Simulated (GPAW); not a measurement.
The system is CdS (Greenockite).

```
CELL_PARAMETERS angstrom
4.15000 0.00000 0.00000
-2.07500 3.59401 0.00000
0.00000 0.00000 6.73700
ATOMIC_POSITIONS crystal
Cd 0.66667 0.33333 0.50000
Cd 0.33333 0.66667 0.00000
S 0.66667 0.33333 0.87500
S 0.33333 0.66667 0.37500
```

Base run:

```yaml
Program: GPAW 26.7.0
Functional: PBEsol
Potentials_or_basis: PAW data sets generated in the run's folder for this functional
Cutoff: 600 eV
Basis: pw
k_mesh: 6 × 6 × 3
Occupations: fermi-dirac, width 0.05 eV
Spin: no spin polarisation
```

Its results: band gap on the k mesh 1.04 eV, direct; pressure -1.2 GPa; largest force 0.065 eV/Å.

Task: The run is repeated on the same cell with these changes: functional from PBEsol to AM05. What comes out?

Result: Band gap on the k mesh 1.16 eV, direct; pressure -0.7 GPa; largest force 0.064 eV/Å.
